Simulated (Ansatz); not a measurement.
Ansatz input file:

```yaml
crystal:
  lattice:
    - [0.0, 2.2919358, 2.2919358]
    - [2.2919358, 0.0, 2.2919358]
    - [2.2919358, 2.2919358, 0.0]
  atoms:
    - { symbol: Nb, position: [0.5, 0.5, 0.5] }
    - { symbol: "N", position: [0.0, 0.0, 0.0] }
basis:
  ecutwfc: 500
kpoints:
  mp_grid: { grid: [16, 16, 16] }
hamiltonian:
  xc: r2scan
scf:
  occupations: { method: gaussian, width: 0.1 }
output:
  forces: true
  stress: true
  eigenvalues: true
```

Launched with
```bash
ansatz run input.yaml --threads 1 --pin off --max-ram 1331MiB --backend cpu --events-out ev --progress --plain --runs-dir out
```

Level of theory: DFT r2SCAN, scalar-relativistic, plane waves, PAW in Ansatz 0.2.0.

Part of what the program printed, abridged (iterations and final results):

```
SCF iter   1: F=—  HF=-4950.378706 eV  |F-HF|=—  |Δ(HF+E_count)|=         —  Δρ=1.32e-2  dr2=4.37e-2  dr2_τ=1.01e-1  ethr=1.77e-3  ⟨swp⟩=5.5  Hψ=23258  notcnv=0  defer=5
automatic band count: the SCF goes on with 17 bands, as 13 were too few: the levels above may hold too much charge
SCF iter   2: F=—  HF=-4950.393223 eV  |F-HF|=—  |Δ(HF+E_count)|=   1.45e-2  Δρ=6.54e-3  dr2=5.01e-3  dr2_τ=1.25e-3  ethr=2.43e-4  ⟨swp⟩=2.2  Hψ=4615  notcnv=0  defer=414
SCF iter   3: F=—  HF=-4950.393462 eV  |F-HF|=—  |Δ(HF+E_count)|=   2.38e-4  Δρ=1.88e-3  dr2=4.47e-4  dr2_τ=6.39e-5  ethr=2.78e-5  ⟨swp⟩=2.5  Hψ=2913  notcnv=0  defer=414
SCF iter   4: F=—  HF=-4950.393618 eV  |F-HF|=—  |Δ(HF+E_count)|=   1.57e-4  Δρ=4.48e-4  dr2=3.49e-5  dr2_τ=7.65e-6  ethr=2.49e-6  ⟨swp⟩=2.1  Hψ=2819  notcnv=0  defer=414
SCF iter   5: F=—  HF=-4950.393623 eV  |F-HF|=—  |Δ(HF+E_count)|=   4.26e-6  Δρ=8.42e-5  dr2=8.55e-7  dr2_τ=7.30e-8  ethr=1.94e-7  ⟨swp⟩=2.1  Hψ=2724  notcnv=0  defer=414
SCF iter   6: F=-4950.393624 eV  HF=-4950.393624 eV  |F-HF|=6.82e-8  |Δ(HF+E_count)|=   1.76e-6  Δρ=1.68e-5  dr2=2.32e-8  dr2_τ=3.23e-9  ethr=5.56e-10  ⟨swp⟩=9.0  Hψ=12472  notcnv=0
SCF 1 converged in 6 iterations: F = -4950.393624 eV  dr2 = 2.32e-8
SCF converged after 6 iterations
Free energy (F): -4950.393624 eV
Harris-Foulkes:  -4950.393624 eV  (|F-HF|=6.82e-8)
Internal energy: -4950.386692 eV  (E = F + TS)
E sigma→0 (E₀):  -4950.390158 eV
Entropy (-TS):   -0.006933 eV (-3.466 meV/atom)
Fermi energy:    17.958205 eV
--- Per-component energies (eV) ---
  E_band       = -68.073398
  E_kinetic    = 519.185234
  E_local      = -808.584700  (includes V_loc(G=0)·N_el)
  E_nonlocal   = 162.727044
  E_hartree    = 242.011610
  E_xc         = -228.131412
  E_vxc        = -318.788471  (∫ρ·V_xc dr)
  E_paw        = -3217.793414  (= ΣΔE_a)
  E_vpaw       = -125.850467  (= ΣTr[D̂ρ^β])
  E_aug_tail   = 0.000021  (compensation charges beyond the density's cutoff)
  E_vtau       = 19.215562  (kinetic-family band-sum trace: ∫τ·v_τ [+ j·A + Jᵃ·Aᵃ] dr)
  E_ewald      = -1619.579080
  E_core_change = -0.221995  (= ΣΔE_core)
  E_smearing   = -0.006933  (= −TS)
--- Forces (eV/Å), atoms counted from 1 ---
  atom   1  Nb     0.00000000     0.00000000     0.00000000
  atom   2  N      0.00000000     0.00000000     0.00000000
--- Stress (GPa, compression-positive) ---
      -28.841534       0.000000       0.000000
        0.000000     -28.841534       0.000000
        0.000000       0.000000     -28.841534
  P = ⅓ Tr σ = -28.8415 GPa (-288.415 kbar)
--- Band table (eV; the first three rows and the last of 145) ---
  k-point 0: bands = ["-40.4775", "-15.5069", "-15.5069", "-15.5069", "0.0806", "14.7063", "14.7063", "14.7063", "16.2034", "16.2034", "16.2034", "17.9103", "17.9103", "20.5149", "28.0269", "39.1671", "39.1671"]
  k-point 1: bands = ["-40.4745", "-15.5345", "-15.5093", "-15.5093", "0.1469", "14.2834", "14.4035", "14.4035", "16.3296", "16.3296", "16.4139", "18.2509", "18.2509", "20.7610", "28.2375", "38.4185", "38.7855"]
  k-point 2: bands = ["-40.4659", "-15.6124", "-15.5161", "-15.5161", "0.3377", "13.4140", "13.7805", "13.7805", "16.6163", "16.6163", "16.7552", "19.0675", "19.0675", "21.3984", "28.7975", "36.9999", "37.7093"]
  k-point 144: bands = ["-40.3714", "-15.9023", "-15.9023", "-15.7530", "1.2635", "11.6659", "12.1060", "12.1060", "17.8605", "17.8605", "20.2001", "20.6834", "21.9507", "28.8925", "29.2446", "29.2446", "32.8918"]
```

The run converged.